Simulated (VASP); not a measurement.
The system is C.

```xyz
8
Lattice="2.5221 0.0000 0.0000 -1.2611 2.1842 0.0000 0.0000 0.0000 8.2371" Properties=species:S:1:pos:R:3 pbc="T T T"
C     1.2611    0.7281    6.9501
C     0.0000    1.4561    2.8315
C     1.2611    0.7281    5.4056
C     0.0000    1.4561    1.2870
C     0.0000    0.0000    7.4649
C     0.0000    0.0000    3.3463
C     0.0000    0.0000    4.8908
C     0.0000    0.0000    0.7722
```

This is a hexagonal form of diamond, not graphite.

```yaml
Program: VASP 6.6.1
Task: relaxation of cell and atoms
Functional: rev-vdW-DF2
Potentials_or_basis: VASP PAW PBE potentials, release 64 (C)
Cutoff: 600 eV
k_mesh: 12 × 12 × 4
Occupations: fermi-dirac, width 0.05 eV
Spin: no spin polarisation
```

At the start: pressure 0.5 GPa; volume 5.67 Å³/atom.

**Question.** Where does the relaxation end?

**Answer.** Over 6 steps the energy falls by 2.5 meV/atom and the volume is 5.68 Å³/atom (+0.1 %); space group P6_3/mmc (No. 194, to 0.05 Å).

The path:
| step | energy change (eV) | largest force (eV/Å) | pressure (GPa) | volume (Å³) |
| --- | --- | --- | --- | --- |
| 1 | 0.0000 | 0.3436 | 0.48 | 45.38 |
| 2 | 0.0130 | 0.5026 | -0.35 | 45.48 |
| 3 | -0.0200 | 0.0419 | -0.06 | 45.42 |
| 4 | -0.0200 | 0.0347 | -0.05 | 45.42 |
| 5 | -0.0201 | 0.0349 | 0.04 | 45.41 |
| 6 | -0.0202 | 0.0044 | 0.00 | 45.42 |

Final structure:
```yaml
crystal:
  lattice:
    - [2.51442, 0.00000, 0.00000]
    - [-1.25721, 2.17755, 0.00000]
    - [0.00000, 0.00000, 8.29478]
  atoms:
    - { symbol: C, position: [0.66667, 0.33333, 0.84446] }
    - { symbol: C, position: [0.33333, 0.66667, 0.34446] }
    - { symbol: C, position: [0.66667, 0.33333, 0.65554] }
    - { symbol: C, position: [0.33333, 0.66667, 0.15554] }
    - { symbol: C, position: [0.00000, 0.00000, 0.90705] }
    - { symbol: C, position: [0.00000, 0.00000, 0.40705] }
    - { symbol: C, position: [0.00000, 0.00000, 0.59295] }
    - { symbol: C, position: [0.00000, 0.00000, 0.09295] }
```

Caveat: the PAW data sets were made with another functional, which shifts forces and pressure a little.
